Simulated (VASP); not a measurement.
BaS (strained rocksalt): one PBE single-point calculation in two programs

```xyz
2
Lattice="0.0000 3.2118 3.2118 3.0201 0.0000 3.2118 3.0201 3.2118 0.0000" Properties=species:S:1:pos:R:3 pbc="T T T"
Ba    0.0000    0.0000    0.0000
S     3.0201    3.2118    3.2118
```

The two codes use different PAW datasets and cutoffs. VASP's cell holds 16 valence electrons and Ansatz's 16. Ansatz's stress includes a Pulay correction; VASP's doesn't.

Cutoffs: 520 eV in VASP, 420 eV in Ansatz. k meshes: 8×8×8 and 8×8×8.

|  | VASP | Ansatz |
| --- | --- | --- |
| gap between bands v and c | 1.80 eV | 1.92 eV |
| least direct gap | 1.94 eV | 2.02 eV |
| pressure | 4.3 GPa | 3.6 GPa |

Band v is the last that the valence electrons fill when counted band by band, and c is the next. Levels in eV from the top of v, Ansatz:

```json
{"point": "Γ", "v−1": "-0.26", "v": "0.00", "c": "3.56", "c+1": "3.66"}
{"point": "X", "v−1": "-0.35", "v": "-0.04", "c": "1.98", "c+1": "5.66"}
{"point": "K", "v−1": "-0.74", "v": "-0.72", "c": "3.22", "c+1": "5.89"}
{"point": "L", "v−1": "-1.31", "v": "-1.27", "c": "5.47", "c+1": "5.61"}
{"point": "W", "v−1": "-0.72", "v": "-0.72", "c": "4.47", "c+1": "4.47"}
```

VASP:

```tsv
point	v−1	v	c	c+1
Γ	-0.27	0.00	3.44	3.54
X	-0.39	-0.08	1.86	5.55
K	-0.82	-0.82	3.15	5.90
L	-1.40	-1.37	5.49	5.62
W	-0.82	-0.82	4.46	4.46
```
